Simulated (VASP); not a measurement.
VASP 6.6.1 run: KF

INCAR

```
ISIF = 2
SIGMA = 0.02
LCHARG = .FALSE.
NELECT = 16.5
LWAVE = .FALSE.
EDIFF = 1E-7
ISMEAR = -1
ENCUT = 520
LREAL = .FALSE.
NBANDS = 15
PREC = Accurate
IBRION = -1
LASPH = .TRUE.
GGA = PE
NSW = 0
NELM = 120
```

KPOINTS

```
KPOINTS created by Atomic Simulation Environment
0
Gamma
8 8 8
0 0 0
```

POSCAR

```
K  F
 1.0000000000000000
     3.1051209410000000    0.0000000000000000    0.0000000000000000
     0.0000000000000000    3.1051209410000000    0.0000000000000000
     0.0000000000000000    0.0000000000000000    3.1788707423000000
 K   F
   1   1
Cartesian
  0.0000000000000000  0.0000000000000000  0.0000000000000000
  1.5525604705000000  1.5525604705000000  1.5894353711500004
```

The recommended PBE PAW datasets give the neutral cell 16 valence electrons.

Command

```
mpirun -np 1 vasp_std
```

Task: Predict the outcome of this run.

Result: It converged. Results: pressure 31.3 GPa.

OSZICAR

```
N       E                     dE             d eps       ncg     rms          rms(c)
DAV:   1     0.113968977295E+03    0.11397E+03   -0.87612E+03  2250   0.109E+03
DAV:   2    -0.152226684984E+01   -0.11549E+03   -0.10829E+03  2930   0.296E+02
DAV:   3    -0.570537048669E+01   -0.41831E+01   -0.41481E+01  2779   0.493E+01
DAV:   4    -0.581621199993E+01   -0.11084E+00   -0.11073E+00  3139   0.786E+00
DAV:   5    -0.581857441002E+01   -0.23624E-02   -0.23624E-02  3101   0.946E-01    0.726E+00
DAV:   6    -0.465582229462E+01    0.11628E+01   -0.32226E+00  2320   0.154E+01    0.566E+00
DAV:   7    -0.462386162022E+01    0.31961E-01   -0.11544E-01  2783   0.251E+00    0.288E+00
DAV:   8    -0.460706858033E+01    0.16793E-01   -0.40846E-02  2922   0.181E+00    0.452E-01
DAV:   9    -0.460705239426E+01    0.16186E-04   -0.27689E-03  2891   0.476E-01    0.117E-01
DAV:  10    -0.460701103200E+01    0.41362E-04   -0.52117E-04  2654   0.234E-01    0.622E-02
DAV:  11    -0.460702728140E+01   -0.16249E-04   -0.52021E-05  2721   0.788E-02    0.352E-02
DAV:  12    -0.460702490878E+01    0.23726E-05   -0.48146E-06  3104   0.252E-02    0.659E-03
DAV:  13    -0.460702473098E+01    0.17780E-06   -0.14719E-06  2860   0.113E-02    0.175E-03
DAV:  14    -0.460702451885E+01    0.21213E-06   -0.10617E-07  2201   0.261E-03    0.836E-04
DAV:  15    -0.460702450750E+01    0.11355E-07   -0.68027E-09  1440   0.735E-04
   1 F= -.46070245E+01 E0= -.46062772E+01  d E =-.149468E-02
```

The cell is charged and sits in a uniform background.

For comparison, a separate PBE run of the intended cell, on usual settings and not on those above, gives a gap of 7.14 eV on its mesh and a pressure of 5.5 GPa.
